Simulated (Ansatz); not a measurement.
## CuO at several levels of theory

One geometry, relaxed with PBE, and single points on it; plane waves with PAW potentials in Ansatz, scalar-relativistic unless the row names spin-orbit coupling. No spin polarisation. Meshes are on the primitive cell of 4 atoms. Gaps are the least over mesh and band path; pressure is positive in compression. Smearing is Gaussian, 0.10 eV.

```cif
data_structure
_symmetry_space_group_name_H-M 'Cccm'
_symmetry_Int_Tables_number 66
_cell_length_a 4.1648
_cell_length_b 4.1756
_cell_length_c 5.1511
_cell_angle_alpha 90.000
_cell_angle_beta 90.000
_cell_angle_gamma 90.000
_cell_volume 89.58
loop_
_atom_site_label
_atom_site_type_symbol
_atom_site_symmetry_multiplicity
_atom_site_Wyckoff_symbol
_atom_site_fract_x
_atom_site_fract_y
_atom_site_fract_z
_atom_site_occupancy
Cu1 Cu 4 f 0.75000 0.25000 0.00000 1
O1 O 4 b 0.00000 0.50000 0.25000 1
```

| level | cutoff (eV) | k mesh | gap (eV) | pressure (GPa) | rough cost with bands (core-min) |
| --- | --- | --- | --- | --- | --- |
| PBE | 420 | 14×14×8 | 0 | 0.0 | 3 |

Q: What does PBEsol give on the same cell?

A:
| level | cutoff (eV) | k mesh | gap (eV) | pressure (GPa) | rough cost with bands (core-min) |
| --- | --- | --- | --- | --- | --- |
| PBEsol | 420 | 14×14×8 | 0 | -7.3 | 2.8 |

Spin polarisation was left out, and a magnetic state may lie lower.

This form isn't the usual stable structure of the compound.